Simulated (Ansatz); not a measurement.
InP (F-43m), quasi-harmonic thermal expansion: input and output

Method: PBEsol, PAW on Ansatz 0.2.0's default frozen-core files (fitted under PBE), scalar-relativistic.

The cell comes from a PAW relaxation under the same functional.

Launched as:

```sh
ansatz run input.yaml --threads 2 --pin off --max-ram 5120MiB --backend cpu --events-out ev --progress --plain --runs-dir out
```

Input:

```yaml
crystal:
  lattice:
    - [0.0, 2.93923216735, 2.93923216735]
    - [2.93923216735, 0.0, 2.93923216735]
    - [2.93923216735, 2.93923216735, 0.0]
  atoms:
    - { symbol: In, position: [0.0, 0.0, 0.0] }
    - { symbol: P, position: [0.75, 0.75, 0.75] }
kpoints:
  mp_grid: { grid: [8, 8, 8] }
scf:
  occupations: { method: fixed }
hamiltonian:
  xc: pbesol
  pseudopotentials: { kind: paw }
phonons:
  qmesh: [4, 4, 4]
  thermal_expansion: {}
  temperatures: { t_min: 0, t_max: 600, t_step: 50 }
```

The program printed:

```
Warning: phonons: the dynamical matrix that this run interpolates holds no multipole term above the dipole-dipole one, and a site of this crystal is no centre of inversion, so its interpolated transverse optical and acoustic branches and sound speeds can stay off near Gamma, and the density of states and the thermodynamics with them. What a run solves at a wave vector of phonons.qpoints, Gamma apart, where the deck ...
Warning: RAYON_NUM_THREADS=2 ignored (pool sized by the plan → 2); use --threads N
The last accepted step is kept in <dir> (removed where the run ends without a failure and the disk answers)
Engine: ansatz 0.2.0, x86_64-unknown-linux-gnu
Pseudopotentials: kind: paw
Pseudopotential: In, paw, valence charge 13, recommended cutoff 420 eV (normal), In.paw.azcp
Pseudopotential: P, paw, valence charge 5, recommended cutoff 420 eV (normal), P.paw.azcp
Functional definition: PBEsol
  exchange = pbesol_x
  correlation = pbesol_c
Crystal: 2 atoms, lattice volume = 50.785 Å³
Basis set: ecut = 487.2 eV, 1243 PW (Γ), exchange–correlation on 60×60×60 points (8 copies of the dense FFT grid, shifted against one another)
[... 99 lines left out ...]
   200.00    4.16289    4.16289    4.16289    51.0116 |    3.69    3.69    3.69   11.07 |   12.91 |    40.669    40.620 |    64.80    64.88
   298.15    4.16465    4.16465    4.16465    51.0764 |    4.77    4.77    4.77   14.32 |       - |    45.344    45.224 |    63.90    64.07
   350.00    4.16572    4.16572    4.16572    51.1156 |    5.09    5.09    5.09   15.27 |   14.83 |    46.576    46.416 |    63.42    63.64
   450.00    4.16793    4.16793    4.16793    51.1972 |    5.50    5.50    5.50   16.51 |   15.58 |    47.970    47.734 |    62.48    62.79
   550.00    4.17029    4.17029    4.17029    51.2841 |    5.79    5.79    5.79   17.36 |   16.14 |    48.745    48.430 |    61.54    61.94
   600.00    4.17150    4.17150    4.17150    51.3291 |    5.91    5.91    5.91   17.72 |   16.39 |    49.016    48.660 |    61.07    61.51
  the static fit leaves 0.001 meV an atom of the energies and, of the stresses, 0.000 GPa of each cell's largest along a strain (root mean squares over the cells), whose Pulay part it has at -0.010 GPa
  vibrations' free energy: its fit passes through its cells
  the electrons' free energy at temperature is in it; its fit leaves 0.0000 meV an atom at the most
  free energies summed between the sampled wave vectors
  estimated error of the fitted expansion in any direction: up to 0.016e-6/K, at 450 K, with few degrees of freedom (an estimate, not a bound: it was exceeded on models of known expansion)
  by sums over the sampled wave vectors an expansion of the volume parts by up to 0.90e-6/K
  by a static energy of one degree less an expansion of the volume parts by up to 0.01e-6/K
  the FFT grids of the static calculations differ: 30 × 30 × 30, 32 × 32 × 32
  band gaps on the cells' k-points are 0.399 to 0.728 eV
```

Self-consistency was reached.

Thermal expansion:

Quasi-harmonic lattice of a crystal by Kohn-Sham DFT: finite-displacement phonons on strained cells about the given cell, electrons' free energy included in metals.

| temperature (K) | volume expansion coefficient (×10⁻⁶/K) | volume over given cell less one (%) | heat capacity constant pressure (k_B/atom) | isothermal bulk modulus (GPa) | grueneisen parameter |
| --- | --- | --- | --- | --- | --- |
| 50 | -2.067 | 0.3713 | 0.9059 | 65.87 | -0.2774 |
| 100 | 2.78 | 0.3715 | 1.632 | 65.61 | 0.2063 |
| 150 | 7.851 | 0.399 | 2.145 | 65.23 | 0.4411 |
| 200 | 11.07 | 0.4472 | 2.446 | 64.8 | 0.5426 |
| 250 | 13.06 | 0.5082 | 2.622 | 64.35 | 0.5937 |
| 300 | 14.36 | 0.5773 | 2.73 | 63.89 | 0.6233 |
| 350 | 15.27 | 0.652 | 2.801 | 63.42 | 0.6424 |
| 400 | 15.96 | 0.7306 | 2.85 | 62.95 | 0.6559 |
| 450 | 16.51 | 0.8125 | 2.885 | 62.48 | 0.6662 |
| 500 | 16.96 | 0.8969 | 2.911 | 62.01 | 0.6744 |
| 550 | 17.36 | 0.9836 | 2.931 | 61.54 | 0.6813 |
| 600 | 17.72 | 1.072 | 2.948 | 61.06 | 0.6874 |

Limits of these numbers: frozen-core PAW files fitted under PBE, their cores solved anew for the functional of the run; expansion moves with the q mesh.

It took 20 min on 2 threads of Intel(R) Xeon(R) 6975P-C (Granite Rapids), with other jobs on the host, peak memory 1.1 GiB.
